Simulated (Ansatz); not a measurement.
**TiO$_{2}$: strain and displacement**

```xyz
6
Lattice="-1.8925 1.8925 4.7570 1.8925 -1.8925 4.7570 1.8925 1.8925 -4.7570" Properties=species:S:1:pos:R:3 pbc="T T T"
Ti    0.0000    0.0000    0.0000
Ti    0.0000    1.8925    2.3785
O     0.0000    0.0000    1.9656
O     0.0000    1.8925    4.3441
O     0.0000    1.8925    0.4129
O     0.0000    0.0000    7.5484
```

Atoms are numbered in the order listed.

The cell comes from COD entry 9009086, which wasn't checked; take it as a given geometry.

Theory: DFT, LDA, all-electron LAPW, scalar-relativistic (Ansatz 0.2.0).

Settings: a Γ-centred 13×13×13 k mesh, Fermi–Dirac smearing of 0.08 eV, basis error target 1 meV/atom, no spin polarisation.

The unchanged cell is at -5.75 GPa.

Semilocal functionals give too small gaps.

x, y and z are the Cartesian axes of the cell as listed; fractional coordinates follow a strain, and an engineering shear is twice the off-diagonal strain component.

With equal xy, yz and zx engineering shear strains of -3 %: energy change +8 meV/atom; stress change (xx, yy, zz, yz, xz, xy) 0.10, 0.10, 0.11, 3.02, 3.02, 1.81 GPa, compression positive; change of the force on O3 (-0.057, 0.249, -0.005) eV/Å; gap on the k mesh 2.07 → 2.04 eV.

With equal xy, yz and zx engineering shear strains of -1 %: energy change under 1 meV/atom; stress change (xx, yy, zz, yz, xz, xy) 0.01, 0.01, 0.01, 1.01, 1.01, 0.61 GPa, compression positive; change of the force on O4 (0.087, -0.016, -0.001) eV/Å; gap on the k mesh 2.07 → 2.06 eV.

Task: With this change (equal xy, yz and zx engineering shear strains of +2 %), what becomes of the energy and stress and forces and gap?

Result: Energy change +4 meV/atom; stress change (xx, yy, zz, yz, xz, xy) 0.04, 0.04, 0.06, -2.04, -2.04, -1.24 GPa, compression positive; change of the force on O3 (0.021, -0.183, -0.002) eV/Å; gap on the k mesh 2.07 → 2.06 eV.
